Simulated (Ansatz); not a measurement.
Reactions of C7H12, SMILES `CCC1C=CCC1`.

Gas-phase electronic energies from Ansatz, PBE0-D4/def2-TZVP geometries. CCSD(T)/CBS is the MP2 limit (def2-TZVPP, def2-QZVPP) plus CCSD(T) − MP2 in def2-TZVPP, frozen cores. This one scheme is used for every species, atoms too. For atomizations the MP2-based limit and the directly extrapolated one differ by several kJ/mol either way, and by 10 to 25 for some Ge, Se and Sn compounds, so smaller differences from it don't rank the levels. DFT in def2-TZVPP. No spin–orbit coupling; open shells (•) take unrestricted orbitals. Spin–orbit coupling would lower the free atoms: a little for C. Bonds to Ge, Se are less sure, by a few kJ/mol each and by 10 to 20 or more in all where they break to atoms, as the def2 sets lack core-valence functions. Scalar relativity is left out up to krypton. Each species was taken in one conformer, which may not be the lowest.

```json
{"reaction": "`CCC1C=CCC1` + `[SiH3]NC=S` → `C[SiH2]NC=S` + `CC1C=CCC1`", "CCSD(T)/CBS(def2) (eV)": "?"}
{"reaction": "`CCC1C=CCC1` + H₂ → `C1=CCCC1` + ethane", "CCSD(T)/CBS(def2) (eV)": "-0.53"}
{"reaction": "`CCC1C=CCC1` + H₂ → `CC1C=CCC1` + CH₄", "CCSD(T)/CBS(def2) (eV)": "-0.68"}
{"reaction": "`CCC1C=CCC1` + `[OH][GeH2][SeH]` → `C[Se][GeH2][OH]` + `CC1C=CCC1`", "CCSD(T)/CBS(def2) (eV)": "?"}
{"reaction": "`CCC1C=CCC1` → 7 C• + 12 H•", "CCSD(T)/CBS(def2) (eV)": "82.80"}
{"reaction": "`CCC1C=CCC1` → `CC1C=CCC1` + `[CH2]` (triplet)", "CCSD(T)/CBS(def2) (eV)": "?"}
{"reaction": "`CCC1C=CCC1` + `CC[SiH]` → `CC[Si]CC` + `C1=CCCC1`", "CCSD(T)/CBS(def2) (eV)": "-0.24"}
{"reaction": "`CCC1C=CCC1` + H–F → `FC1C=CCC1` + ethane", "CCSD(T)/CBS(def2) (eV)": "0.38"}
{"reaction": "`CCC1C=CCC1` + `CCCS` → `CCCSCC` + `C1=CCCC1`", "CCSD(T)/CBS(def2) (eV)": "0.09"}
```

**Question.** Fill in the missing values. (Best estimate.)

**Answer.** Ansatz gave: `CCC1C=CCC1` + `[SiH3]NC=S` → `C[SiH2]NC=S` + `CC1C=CCC1`: -0.58 eV; `CCC1C=CCC1` + `[OH][GeH2][SeH]` → `C[Se][GeH2][OH]` + `CC1C=CCC1`: +0.06 eV; `CCC1C=CCC1` → `CC1C=CCC1` + `[CH2]` (triplet): +4.53 eV.

Largest T1 diagnostic: 0.017, for `[SiH3]NC=S`.
